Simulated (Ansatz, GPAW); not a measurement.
# SrO: 3 runs at one level of theory

```
Sr O
1.0
     0.00000    2.56630    2.56630
     2.56630    0.00000    2.56630
     2.56630    2.56630    0.00000
Sr O
1 1
Cartesian
  2.5663 2.5663 2.5663
  0.0000 0.0000 0.0000
```

Alike in all runs: task single point; functional PBE; k mesh 9 × 9 × 9; occupations gaussian, width 0.014 eV; no spin polarisation; no spin-orbit coupling. Pressure is positive in compression and, in plane waves, holds the error of the finite cutoff, which Ansatz's Pulay term estimates and takes out.

| program and potentials | plane-wave cutoff (eV) | notes | pressure (GPa) |
| --- | --- | --- | --- |
| Ansatz, Ansatz PAW | 420 | Pulay term of +0.37 GPa included | 3.32 |
| Ansatz, all-electron LAPW, scalar-relativistic | - | - | 3.33 |
| GPAW, GPAW PAW data sets (gpaw-data 1.2.1) | 800 | - | 3.83 |

The pressure spans 3.32 (Ansatz, Ansatz PAW) to 3.83 GPa (GPAW, GPAW PAW data sets (gpaw-data 1.2.1)), with all-electron results at 3.33.

The functional is the same throughout but for its coding, so the spread measures potentials, basis and numerics; runs on potential files found faulty are left out.
